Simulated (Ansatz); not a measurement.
# InP in Ansatz: the effect of functional

Crystal: InP.

```
In P
1.0
     0.00000    2.93050    2.93050
     2.93050    0.00000    2.93050
     2.93050    2.93050    0.00000
In P
1 1
Direct
  0.00000 0.00000 0.00000
  0.75000 0.75000 0.75000
```

Alike in all runs:

| Quantity | Value |
| --- | --- |
| Program | Ansatz 0.2.0 |
| Task | band structure |
| Potentials or basis | all-electron LAPW, scalar-relativistic |
| Basis error allowed | 0.001 eV/atom |
| k mesh | 8 × 8 × 8 |
| Occupations | fermi-dirac, width 0.05 eV |
| Spin | no spin polarisation |

**Question.** One run gave: gap on the mesh 0.48 eV; pressure -1.2 GPa. Which functional did it use?
A. revPBE
B. PBEsol
C. RPBE
D. LDA
E. BLYP

**Answer.** D.

```tsv
functional	cutoff	gap on the mesh (eV)	pressure (GPa)
BLYP	245 eV	0.60	6.7
revPBE	244 eV	0.81	4.7
LDA	245 eV	0.48	-1.2
RPBE	244 eV	0.85	5.2
PBEsol	245 eV	0.61	0.6
```

Caveats: spin-orbit coupling is left out, which moves the levels of the heavy elements.

A k mesh can miss the band edges.

Not every run made on this cell is shown here.
